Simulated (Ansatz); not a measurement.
# Li on Nb(100): change of the work function

Aim: the work function of Nb(100) at several coverages of Li (hollow site), and the dipole that each adsorbate carries.

Program: Ansatz 0.2.0. Level of theory: plane-wave DFT, PBE-D3(BJ), Ansatz PAW. Results are calculated unless marked as measured.

## 1. Set-up

The cell holds 5 atoms: 5 Nb. Its edges and angles: a = 3.300 Å, b = 3.300 Å, c = 24.600 Å, α = 90.0°, β = 90.0°, γ = 90.0°. Vacuum lies along c.

## 2. The clean slab

The bare slab comes first, as the zero from which every change is counted. The two lowest layers are held at bulk places and the upper ones relax. The dipole correction removes the false field that a one-sided slab makes across the periodic vacuum, so each face gets a flat vacuum level of its own.

File input.yaml:

```yaml
crystal:
  lattice:
    - [3.3, 0.0, 0.0]
    - [0.0, 3.3, 0.0]
    - [0.0, 0.0, 24.6]
  atoms:
    - { symbol: Nb, position: [0.0, 0.0, 0.3658536585] }
    - { symbol: Nb, position: [0.5, 0.5, 0.4329268293] }
    - { symbol: Nb, position: [0.0, 0.0, 0.5] }
    - { symbol: Nb, position: [0.5, 0.5, 0.5670731707] }
    - { symbol: Nb, position: [0.0, 0.0, 0.6341463415] }
kpoints:
  mp_grid: { grid: [9, 9, 1] }
hamiltonian:
  xc: pbe
  dispersion: d3bj
scf:
  occupations: { method: fermi_dirac, width: 0.1 }
  convergence: { dr2_threshold: 1.0e-08 }
efield:
  axis: 3
  dipole_correction: true
  ramp_position: 0.97
  ramp_width: 0.06
relax:
  f_tol: 0.02
  max_steps: 60
  constraints: [{ sites: [0, 1] }]
output:
  write_potential: true
  write_density: true
  volumetric_format: npy
```

Launch:

```sh
$ ansatz run input.yaml --threads 4 --pin off --max-ram 12288MiB --backend cpu --events-out ev --progress --plain --runs-dir out
```

Numbers of over 12 decimals in the logs are rounded to 6 here.

What it wrote:

```text
Engine: ansatz 0.2.0, aarch64-unknown-linux-gnu
Pseudopotentials: kind: paw
Pseudopotential: Nb, paw, valence charge 13, recommended cutoff 420 eV (normal), Nb.paw.azcp
Functional definition: PBE
  parameter kappa = 0.804
  parameter beta = 0.066725
  exchange = pbe_x(kappa = kappa, mu = beta*pi^2/3)
  correlation = pbe_c(beta = beta)
Crystal: 5 atoms, lattice volume = 267.894 Å³
Basis set: ecut = 420 eV, 5307 PW (Γ), exchange–correlation on 48×48×360 points (8 copies of the dense FFT grid, shifted against one another)
Bands: 39, of which v1, the nominal top of the filled ones, is band 33 counted from 1 (32 counted from 0)
Symmetry: 8 space group operations
k-points: 15 of 81
Non-local potential: Nb, projectors of the file, l = 0: 3, l = 1: 2, l = 2: 2, l = 3: 1
PAW form: soft (Blöchl's): semilocal exchange-correlation on the pseudo side does not see the compensation charge
PAW one-centre angular grid: Nb, 590 points (default); XC on 64 Gauss nodes
Initial density: superposition of atomic densities (neutral atoms: chi_scale 0, normalization atom), corrected by the library's trained network
Initial wavefunctions: pseudopotential atomic-orbital guess
Functional: x = pbe(κ = 0.804, μ = 0.219515), c = pbe(β = 0.066725)
SCF iter   1: F=—  HF=-22760.726145 eV  |F-HF|=—  |Δ(HF+E_count)|=         —  Δρ=8.16e-3  dr2=2.43e0  ethr=1.77e-3  p=0.000 e·Å  D=1.38e-14 V/Å  ΔV_dip=-0.00 eV  dr2_dipole=4.47e-9  V_vac-E_F(+/−)=3.96/3.96 eV  ⟨swp⟩=8.3  Hψ=2741  notcnv=0
efield: sawtooth ramp at fractional position 0.9700 (set: `efield.ramp_position`, or a place that a band, a saddle search or an elastic batch's reference lends), width 0.0600; the density the first Hamiltonian is built on has a dipole p = 0.000 e·Å; the dipole correction subtracts the counter field D = 1.38e-14 V/Å, which shifts the + side's vacuum level by -0.00 eV against the − side's; the planar-averaged density in the ramp window peaks in size at 1.6e-5 e/Å³
preconditioner: auto → LDOS  [metal: Δε(μ)=0.044 eV  Ē_g=2.893 eV  σ=0.100 eV  W_gap=0.11  n_scr=44 (ndim 8)  ℏωp=11.3 eV  f_vac=0.572  D(μ)=6.76/eV (n_scr^D=44)  β→1.0]
SCF iter   2: F=—  HF=-22760.654306 eV  |F-HF|=—  |Δ(HF+E_count)|=   7.18e-2  Δρ=4.47e-3  dr2=5.41e-1  ethr=1.77e-3  p=0.000 e·Å  D=1.84e-5 V/Å  ΔV_dip=-0.00 eV  dr2_dipole=1.08e-7  V_vac-E_F(+/−)=3.64/3.64 eV  ⟨swp⟩=2.4  Hψ=781  notcnv=0
SCF iter   3: F=—  HF=-22760.638552 eV  |F-HF|=—  |Δ(HF+E_count)|=   1.58e-2  Δρ=6.61e-4  dr2=3.40e-3  ethr=8.33e-4  p=0.000 e·Å  D=5.46e-6 V/Å  ΔV_dip=-0.00 eV  dr2_dipole=2.17e-9  V_vac-E_F(+/−)=3.72/3.72 eV  ⟨swp⟩=1.9  Hψ=673  notcnv=0
SCF iter   4: F=—  HF=-22760.639701 eV  |F-HF|=—  |Δ(HF+E_count)|=   1.15e-3  Δρ=2.80e-4  dr2=4.79e-4  ethr=5.23e-6  p=0.000 e·Å  D=3.46e-6 V/Å  ΔV_dip=-0.00 eV  dr2_dipole=6.49e-10  V_vac-E_F(+/−)=3.70/3.70 eV  ⟨swp⟩=2.3  Hψ=806  notcnv=0
SCF iter   5: F=—  HF=-22760.639708 eV  |F-HF|=—  |Δ(HF+E_count)|=   7.61e-6  Δρ=1.13e-4  dr2=7.09e-5  ethr=7.37e-7  p=0.000 e·Å  D=1.21e-6 V/Å  ΔV_dip=-0.00 eV  dr2_dipole=5.57e-11  V_vac-E_F(+/−)=3.71/3.71 eV  ⟨swp⟩=2.1  Hψ=833  notcnv=0
SCF iter   6: F=—  HF=-22760.639695 eV  |F-HF|=—  |Δ(HF+E_count)|=   1.36e-5  Δρ=2.79e-5  dr2=1.36e-5  ethr=1.09e-7  p=0.000 e·Å  D=5.96e-7 V/Å  ΔV_dip=-0.00 eV  dr2_dipole=6.56e-13  V_vac-E_F(+/−)=3.71/3.71 eV  ⟨swp⟩=2.3  Hψ=795  notcnv=0
SCF iter   7: F=—  HF=-22760.639697 eV  |F-HF|=—  |Δ(HF+E_count)|=   2.37e-6  Δρ=1.33e-5  dr2=1.61e-6  ethr=2.09e-8  p=0.000 e·Å  D=1.21e-7 V/Å  ΔV_dip=-0.00 eV  dr2_dipole=4.50e-15  V_vac-E_F(+/−)=3.72/3.72 eV  ⟨swp⟩=2.1  Hψ=739  notcnv=0
SCF iter   8: F=—  HF=-22760.639780 eV  |F-HF|=—  |Δ(HF+E_count)|=   8.34e-5  Δρ=4.05e-6  dr2=1.79e-7  ethr=2.47e-9  p=0.000 e·Å  D=4.46e-8 V/Å  ΔV_dip=-0.00 eV  dr2_dipole=9.64e-16  V_vac-E_F(+/−)=3.72/3.72 eV  ⟨swp⟩=2.0  Hψ=796  notcnv=0
SCF iter   9: F=—  HF=-22760.639780 eV  |F-HF|=—  |Δ(HF+E_count)|=   4.74e-8  Δρ=1.81e-6  dr2=3.24e-8  ethr=2.76e-10  p=0.000 e·Å  D=1.47e-8 V/Å  ΔV_dip=-0.00 eV  dr2_dipole=4.58e-16  V_vac-E_F(+/−)=3.72/3.72 eV  ⟨swp⟩=2.5  Hψ=1062  notcnv=0
SCF iter  10: F=-22760.639780 eV  HF=-22760.639780 eV  |F-HF|=7.02e-10  |Δ(HF+E_count)|=   7.63e-9  Δρ=4.56e-7  dr2=9.39e-10  ethr=1.54e-11  p=0.000 e·Å  D=6.66e-9 V/Å  ΔV_dip=-0.00 eV  dr2_dipole=3.45e-14  V_vac-E_F(+/−)=3.72/3.72 eV  ⟨swp⟩=9.4  Hψ=4138  notcnv=0
SCF 1 converged in 10 iterations: F = -22760.639780 eV  dr2 = 9.39e-10
  greatest PAW one-centre occupation: 0.998 electrons in one spin orbital (limit 2), on the Nb atom at site 1 (counted from 0), in its partial waves of l = 0
relax step   1: F+E_penalty+E_count = -22760.63978045 eV  Δ(F+E_penalty+E_count) = +0.000e0 eV  max|allowed force component| = 1.330e0 eV/Å  Δτ_max = 0.0000 Å  (10 SCF iters, accepted)
Initial density: handed on by an earlier stage of this run
Initial wavefunctions: those handed on with the density
iter 1 solved again at ethr=2.93e-3 eV; its pass at ethr=3.10e-3 eV (dr2=1.91e0 eV) is discarded
SCF iter   1: F=—  HF=-22760.891305 eV  |F-HF|=—  |Δ(HF+E_count)|=         —  Δρ=1.27e-2  dr2=2.42e0  ethr=2.93e-3  p=0.000 e·Å  D=2.67e-8 V/Å  ΔV_dip=-0.00 eV  dr2_dipole=4.72e-1  V_vac-E_F(+/−)=3.80/3.80 eV  ⟨swp⟩=1.1  Hψ=2169  notcnv=0
efield: sawtooth ramp at fractional position 0.9700 (set: `efield.ramp_position`, or a place that a band, a saddle search or an elastic batch's reference lends), width 0.0600; the density the first Hamiltonian is built on has a dipole p = 0.000 e·Å; the dipole correction subtracts the counter field D = 2.67e-8 V/Å, which shifts the + side's vacuum level by -0.00 eV against the − side's; the planar-averaged density in the ramp window peaks in size at 3.8e-7 e/Å³
preconditioner: auto → LDOS  [metal: Δε(μ)=0.037 eV  Ē_g=2.937 eV  σ=0.100 eV  W_gap=0.09  n_scr=44 (ndim 8)  ℏωp=11.3 eV  f_vac=0.575  D(μ)=6.26/eV (n_scr^D=44)  β→1.0]
SCF iter   2: F=—  HF=-22760.785717 eV  |F-HF|=—  |Δ(HF+E_count)|=   1.06e-1  Δρ=5.65e-3  dr2=1.95e-1  ethr=2.93e-3  p=0.007 e·Å  D=4.88e-3 V/Å  ΔV_dip=-0.12 eV  dr2_dipole=3.96e-3  V_vac-E_F(+/−)=3.63/3.75 eV  ⟨swp⟩=2.0  Hψ=830  notcnv=0
SCF iter   3: F=—  HF=-22760.768050 eV  |F-HF|=—  |Δ(HF+E_count)|=   1.77e-2  Δρ=1.91e-3  dr2=3.70e-2  ethr=3.00e-4  p=0.006 e·Å  D=4.34e-3 V/Å  ΔV_dip=-0.11 eV  dr2_dipole=2.05e-3  V_vac-E_F(+/−)=3.64/3.74 eV  ⟨swp⟩=2.4  Hψ=946  notcnv=0
SCF iter   4: F=—  HF=-22760.765195 eV  |F-HF|=—  |Δ(HF+E_count)|=   2.85e-3  Δρ=4.05e-4  dr2=1.61e-3  ethr=5.69e-5  p=0.008 e·Å  D=5.26e-3 V/Å  ΔV_dip=-0.13 eV  dr2_dipole=1.65e-4  V_vac-E_F(+/−)=3.60/3.73 eV  ⟨swp⟩=2.1  Hψ=768  notcnv=0
[...]
SCF iter   6: F=—  HF=-22760.787491 eV  |F-HF|=—  |Δ(HF+E_count)|=   1.60e-5  Δρ=4.93e-5  dr2=2.75e-5  ethr=1.93e-7  p=0.009 e·Å  D=5.83e-3 V/Å  ΔV_dip=-0.14 eV  dr2_dipole=8.19e-6  V_vac-E_F(+/−)=3.59/3.73 eV  ⟨swp⟩=2.0  Hψ=775  notcnv=0
SCF iter   7: F=—  HF=-22760.787472 eV  |F-HF|=—  |Δ(HF+E_count)|=   1.95e-5  Δρ=1.41e-5  dr2=2.98e-6  ethr=4.22e-8  p=0.008 e·Å  D=5.29e-3 V/Å  ΔV_dip=-0.13 eV  dr2_dipole=1.91e-7  V_vac-E_F(+/−)=3.60/3.73 eV  ⟨swp⟩=2.0  Hψ=755  notcnv=0
SCF iter   8: F=—  HF=-22760.787560 eV  |F-HF|=—  |Δ(HF+E_count)|=   8.78e-5  Δρ=4.99e-6  dr2=1.21e-7  ethr=4.58e-9  p=0.008 e·Å  D=5.18e-3 V/Å  ΔV_dip=-0.13 eV  dr2_dipole=1.96e-9  V_vac-E_F(+/−)=3.60/3.73 eV  ⟨swp⟩=2.3  Hψ=873  notcnv=0
SCF iter   9: F=—  HF=-22760.787560 eV  |F-HF|=—  |Δ(HF+E_count)|=   1.74e-7  Δρ=1.83e-6  dr2=3.18e-8  ethr=1.54e-11  p=0.008 e·Å  D=5.14e-3 V/Å  ΔV_dip=-0.13 eV  dr2_dipole=2.60e-9  V_vac-E_F(+/−)=3.60/3.73 eV  ⟨swp⟩=10.7  Hψ=4605  notcnv=0
SCF iter  10: F=-22760.787560 eV  HF=-22760.787560 eV  |F-HF|=1.87e-9  |Δ(HF+E_count)|=   1.23e-8  Δρ=5.79e-7  dr2=3.72e-9  ethr=1.54e-11  p=0.008 e·Å  D=5.13e-3 V/Å  ΔV_dip=-0.13 eV  dr2_dipole=5.54e-10  V_vac-E_F(+/−)=3.60/3.73 eV  ⟨swp⟩=9.3  Hψ=4047  notcnv=0
SCF 3 converged in 10 iterations: F = -22760.787560 eV  dr2 = 3.72e-9
relax step   3: F+E_penalty+E_count = -22760.78755983 eV  Δ(F+E_penalty+E_count) = -2.251e-2 eV  max|allowed force component| = 4.168e-1 eV/Å  Δτ_max = 0.1940 Å  (10 SCF iters, accepted)
[...]
relax step   4: F+E_penalty+E_count = -22760.80557715 eV  Δ(F+E_penalty+E_count) = -1.802e-2 eV  max|allowed force component| = 1.033e-1 eV/Å  Δτ_max = 0.0983 Å  (9 SCF iters, accepted)
SCF iter   1: F=—  HF=-22760.806794 eV  |F-HF|=—  |Δ(HF+E_count)|=         —  Δρ=9.66e-4  dr2=9.40e-3  ethr=4.46e-4  p=0.008 e·Å  D=5.26e-3 V/Å  ΔV_dip=-0.13 eV  dr2_dipole=3.18e-4  V_vac-E_F(+/−)=3.60/3.73 eV  ⟨swp⟩=2.0  Hψ=862  notcnv=0
efield: sawtooth ramp at fractional position 0.9700 (set: `efield.ramp_position`, or a place that a band, a saddle search or an elastic batch's reference lends), width 0.0600; the density the first Hamiltonian is built on has a dipole p = 0.008 e·Å; the dipole correction subtracts the counter field D = 5.26e-3 V/Å, which shifts the + side's vacuum level by -0.13 eV against the − side's; the planar-averaged density in the ramp window peaks in size at 2.9e-7 e/Å³
preconditioner: auto → LDOS  [metal: Δε(μ)=0.033 eV  Ē_g=2.922 eV  σ=0.100 eV  W_gap=0.08  n_scr=44 (ndim 8)  ℏωp=11.3 eV  f_vac=0.579  D(μ)=6.13/eV (n_scr^D=34)  β→1.0]
SCF iter   2: F=—  HF=-22760.806331 eV  |F-HF|=—  |Δ(HF+E_count)|=   4.63e-4  Δρ=3.81e-4  dr2=1.74e-3  ethr=1.45e-5  p=0.009 e·Å  D=5.81e-3 V/Å  ΔV_dip=-0.14 eV  dr2_dipole=6.84e-5  V_vac-E_F(+/−)=3.59/3.73 eV  ⟨swp⟩=1.9  Hψ=744  notcnv=0
SCF iter   3: F=—  HF=-22760.806269 eV  |F-HF|=—  |Δ(HF+E_count)|=   6.20e-5  Δρ=1.09e-4  dr2=1.75e-4  ethr=2.68e-6  p=0.008 e·Å  D=5.48e-3 V/Å  ΔV_dip=-0.13 eV  dr2_dipole=1.42e-5  V_vac-E_F(+/−)=3.59/3.73 eV  ⟨swp⟩=2.0  Hψ=766  notcnv=0
SCF iter   4: F=—  HF=-22760.806260 eV  |F-HF|=—  |Δ(HF+E_count)|=   8.60e-6  Δρ=3.11e-5  dr2=7.71e-6  ethr=2.69e-7  p=0.008 e·Å  D=5.50e-3 V/Å  ΔV_dip=-0.14 eV  dr2_dipole=1.37e-6  V_vac-E_F(+/−)=3.59/3.73 eV  ⟨swp⟩=2.4  Hψ=801  notcnv=0
SCF iter   5: F=—  HF=-22760.806329 eV  |F-HF|=—  |Δ(HF+E_count)|=   6.88e-5  Δρ=7.31e-6  dr2=2.72e-7  ethr=1.19e-8  p=0.008 e·Å  D=5.47e-3 V/Å  ΔV_dip=-0.13 eV  dr2_dipole=5.89e-8  V_vac-E_F(+/−)=3.59/3.73 eV  ⟨swp⟩=2.4  Hψ=827  notcnv=0
SCF iter   6: F=—  HF=-22760.806329 eV  |F-HF|=—  |Δ(HF+E_count)|=   9.90e-8  Δρ=3.57e-6  dr2=1.73e-7  ethr=4.18e-10  p=0.008 e·Å  D=5.45e-3 V/Å  ΔV_dip=-0.13 eV  dr2_dipole=4.03e-8  V_vac-E_F(+/−)=3.59/3.73 eV  ⟨swp⟩=2.8  Hψ=1066  notcnv=0
SCF iter   7: F=—  HF=-22760.806329 eV  |F-HF|=—  |Δ(HF+E_count)|=   1.16e-8  Δρ=1.23e-6  dr2=2.05e-8  ethr=2.66e-10  p=0.008 e·Å  D=5.43e-3 V/Å  ΔV_dip=-0.13 eV  dr2_dipole=2.16e-9  V_vac-E_F(+/−)=3.59/3.73 eV  ⟨swp⟩=1.9  Hψ=640  notcnv=0
SCF iter   8: F=-22760.806329 eV  HF=-22760.806329 eV  |F-HF|=4.22e-10  |Δ(HF+E_count)|=   3.61e-9  Δρ=2.30e-7  dr2=3.99e-10  ethr=1.54e-11  p=0.008 e·Å  D=5.42e-3 V/Å  ΔV_dip=-0.13 eV  dr2_dipole=5.48e-12  V_vac-E_F(+/−)=3.59/3.73 eV  ⟨swp⟩=9.3  Hψ=4052  notcnv=0
SCF 5 converged in 8 iterations: F = -22760.806329 eV  dr2 = 3.99e-10
relax step   5: F+E_penalty+E_count = -22760.80632891 eV  Δ(F+E_penalty+E_count) = -7.518e-4 eV  max|allowed force component| = 4.870e-3 eV/Å  Δτ_max = 0.0164 Å  (8 SCF iters, accepted)
NSCF: frozen V_eff on 15 k-points
the band table was solved once a step of the walk had ended and its energy, with any forces and stress, was formed, with the checks that follow a solve (2545 applications of the Hamiltonian). They found nothing against the state; the energy, forces and stress were not computed again (output.eigenvalues in the input reference)
WARN: The output density's exchange-correlation potential varies sharply where the density is thin. Do not read a vacuum level from v_tot or v_xc, or from such a field of the output density. On a cell that repeats whose density bears no net charge and no dipole along the vacuum's axis use v_es (v_loc + v_h of the components); under efield.dipole_correction with no amplitude use v_es + v_field, which holds any externa [...]
SCF converged after 8 iterations
Free energy (F): -22760.806329 eV
Harris-Foulkes:  -22760.806329 eV  (|F-HF|=4.22e-10)
Internal energy: -22760.599861 eV  (E = F + TS)
E sigma→0 (E₀):  -22760.703095 eV
Entropy (-TS):   -0.206468 eV (-41.294 meV/atom)
Fermi energy:    3.743690 eV
Dipole field:    D = 0.005428 V/Å  (p = 0.008035 e·Å, saw-weighted, corrected)
Work function:   Φ+ = 3.5946 eV   Φ− = 3.7281 eV
Levels:          The Fermi level and band energies are counted from a zero that moves with the ramp; work functions are not
--- Per-component energies (eV) ---
  E_band       = -1265.288048
  E_kinetic    = 1969.300494
  E_local      = -69347.488839  (includes V_loc(G=0)·N_el)
  E_nonlocal   = 602.397069
  E_hartree    = 33554.658749
  E_xc         = -873.989277
  E_vxc        = -1059.675747  (∫ρ·V_xc dr)
  E_paw        = -15367.706988  (= ΣΔE_a)
  E_vpaw       = -539.162120  (= ΣTr[D̂ρ^β])
  E_aug_tail   = 0.000035  (compensation charges beyond the density's cutoff)
  E_efield     = 0.000022  (sawtooth field / dipole correction)
  E_vefield    = 0.020708  (∫n·V_field dr)
  E_ewald      = 26704.847980
  E_disp       = -2.619106  (pairwise vdW)
  E_smearing   = -0.206468  (= −TS)
  E_closure    = -0.000000  (closes the sum)
  Σ components = -22760.806329   (vs F -22760.806329, Δ=0.00e0)
--- Forces (eV/Å), atoms counted from 1 ---
  atom   1  Nb    -0.00000000     0.00000000     1.41212331
  atom   2  Nb     0.00000000     0.00000000    -1.41005400
  atom   3  Nb     0.00000000     0.00000000    -0.00301869
  atom   4  Nb    -0.00000000     0.00000000     0.00486971
  atom   5  Nb     0.00000000     0.00000000    -0.00392689
  max |Σ_I F_I| component: 6.55e-6 eV/Å
--- Band table (eV; the first three rows and the last of 15) ---
  k-point 0: bands = [... 29 lower, 3.8837, 3.9353, 3.9365, 3.9365, 4.1167, 4.1167, 4.5794, 4.5873, ... 2 higher]
  k-point 1: bands = [... 29 lower, 3.4870, 3.5961, 3.7889, 3.9596, 4.0893, 4.2682, 4.3072, 4.6209, ... 2 higher]
  k-point 2: bands = [... 29 lower, 2.9934, 3.1441, 3.5667, 3.6729, 3.9915, 4.0610, 4.8150, 5.1618, ... 2 higher]
  k-point 14: bands = [... 29 lower, 2.6976, 2.7375, 3.6784, 3.7856, 5.5807, 5.5986, 5.8450, 5.9006, ... 2 higher]
--- Relaxed structure (5 steps of the walk, 5 accepted, 0 SCFs on fresh bases) ---
  F+E_penalty+E_count = -22760.80632891 eV   max|allowed force component| = 4.870e-3 eV/Å
  atoms:
    - { symbol: Nb, position: [0.0, 0.0, 0.365854] }
    - { symbol: Nb, position: [0.5, 0.5, 0.432927] }
    - { symbol: Nb, position: [0, 0.0, 0.498552] }
    - { symbol: Nb, position: [0.5, 0.5, 0.566393] }
    - { symbol: Nb, position: [0, 0.0, 0.624369] }
```

Run time: 20 s. Hardware: 4 threads of Arm Neoverse V1, shared host; peak memory 0.59 GiB; 77 s of CPU time.

Relaxation path:

| step | energy less that of the first step (eV) | largest force component (eV/Å) |
| --- | --- | --- |
| 1 | 0.0000 | 1.3296 |
| 2 | -0.1253 | 0.8818 |
| 3 | -0.1478 | 0.4168 |
| 4 | -0.1658 | 0.1033 |
| 5 | -0.1665 | 0.0049 |

Forces are held to the 8 operations that the run works with; a distortion that breaks them can't arise in this run.

The atoms that moved most (Å):

| atom | dx | dy | dz | length |
| --- | --- | --- | --- | --- |
| Nb5 | 0.000 | 0.000 | -0.241 | 0.241 |
| Nb3 | 0.000 | 0.000 | -0.036 | 0.036 |
| Nb4 | 0.000 | 0.000 | -0.017 | 0.017 |

The relaxed structure:

```xyz
5
Lattice="3.3000 0.0000 0.0000 0.0000 3.3000 0.0000 0.0000 0.0000 24.6000" Properties=species:S:1:pos:R:3
Nb    0.0000    0.0000    9.0000
Nb    1.6500    1.6500   10.6500
Nb    0.0000    0.0000   12.2644
Nb    1.6500    1.6500   13.9333
Nb    0.0000    0.0000   15.3595
```

This step gave:

- energy at zero smearing: -22760.7031 eV
- work function, upper face: 3.595 eV
- work function, lower face: 3.728 eV
- dipole along the normal: 0.008035 e·Å
- step between the vacuum levels: -0.1335 eV

Running mean over 1.65 Å of the planar mean; the ramp of the sawtooth is left out. Electron's electrostatic potential energy less the Fermi level against z:

z (Å), electron's electrostatic potential energy less the Fermi level (eV) and a bar from the least value:
```
        4        3.7 ##############################
        5        3.7 ##############################
        6        3.6 ##############################
        7        2.9 ############################
        8       -2.8 ##################
        9      -10.6 ####
       10      -11.0 ###
       11      -11.2 ###
       12      -11.3 ###
       13      -10.9 ####
       14      -12.0 ##
       15      -12.9 
       16       -6.6 ###########
       17        1.9 ###########################
       18        3.4 #############################
       19        3.6 ##############################
       20        3.6 ##############################
       21        3.6 ##############################
```

The relaxation took 5 steps and lowered the energy by 0.17 eV; the largest force on the free atoms ends at 0.0049 eV/Å.

The work function of the upper face is 3.59 eV.

(Continued in part 2 of 5.)

[Logs are printed without paths, hosts, clocks, repeated set-up lines and the standing remarks that a program may print on its own settings, such as how far it seeks lower states.]

[Hosts, paths, dates, database ids (printed as entryN), source tags and the programs' standing remarks are cut or masked in the printed files.]

[Maps of the electrostatic potential energy from Ansatz leave out the sawtooth potential of an applied field or a dipole correction, so their vacuum need not be flat; planar profiles and work functions include it.]
